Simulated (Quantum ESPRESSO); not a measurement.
## GaSb under changes of volume

One of the cells (24.120 Å³/atom); the others are scaled copies at fixed shape and fractional positions:

```
Sb Ga
1.0
    -2.75343    2.75343    1.59071
     2.75343   -2.75343    1.59071
     2.75343    2.75343   -1.59071
Sb Ga
1 1
Direct
  0.00000 0.00000 0.00000
  0.75000 0.25000 0.50000
```

Measurements of this composition are mostly on another form, of space group No. 216.

```yaml
Program: Quantum ESPRESSO 7.5
Functional: PBEsol
Potentials_or_basis: GBRV 1.5 PBEsol
Cutoff: 762 eV
Density_cutoff: 6095 eV
k_mesh: 10 × 10 × 10
Occupations: fermi-dirac, width 0.05 eV
Spin: no spin polarisation
```

```csv
volume (Å³/atom),energy over the lowest point (meV/atom),pressure (GPa)
22.672,0.05,0.6
23.155,0.00,-0.7
23.637,3.60,-1.8
24.120,10.46,-2.8
24.602,?,?
25.084,32.55,-4.5
25.567,47.17,-5.2
```

Q: What does the run at 24.602 Å³/atom give?

A: Energy over the lowest point 20.22 meV/atom; pressure -3.7 GPa.

Worked out: A Birch-Murnaghan fit of order 3 (a polynomial in V^(-2/3)) to the other rows has its minimum at 22.92 Å³/atom with B0 = V·E''(V) = 61 GPa and B' = 4.6 at fixed shape and positions, which overstates the stiffness. It gives 20.22 meV/atom at 24.602 Å³/atom, against the run's 20.22, and -dE/dV = -3.7 GPa, against -3.7.

Energies are extrapolated to zero smearing.
